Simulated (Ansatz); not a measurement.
ZrH:

```xyz
2
Lattice="-1.6439 1.6439 2.5044 1.6439 -1.6439 2.5044 1.6439 1.6439 -2.5044" Properties=species:S:1:pos:R:3 pbc="T T T"
Zr    0.0000    0.0000    0.0000
H     0.0000    1.6439    1.2522
```

The cell comes from a database or a generator and needn't be the stable form of this composition.

Base run:

* Program: Ansatz 0.2.0
* Functional: LDA
* Potentials or basis: Ansatz PAW
* Cutoff: 420 eV
* Density cutoff: 1680 eV
* k mesh: 11 × 11 × 11
* Occupations: fermi-dirac, width 0.05 eV
* Spin: no spin polarisation
* Hubbard terms: Zr d U = 3 eV

Its results: band gap on the k mesh none (metal or under the smearing width); pressure -4.0 GPa.

Problem. The run is repeated on the same cell with these changes: hubbard terms from Zr d U = 3 eV to Zr d U = 6 eV. What comes out?

Solution. Band gap on the k mesh none (metal or under the smearing width); pressure -0.6 GPa.

Caveats: U without spin polarisation on a metal has little footing; the PAW data sets come from PBE, with cores solved anew for the run's functional, which leaves a small shift of forces and pressure; the U is typed as a test and isn't derived for this compound.

Not every run made on this cell is shown here.
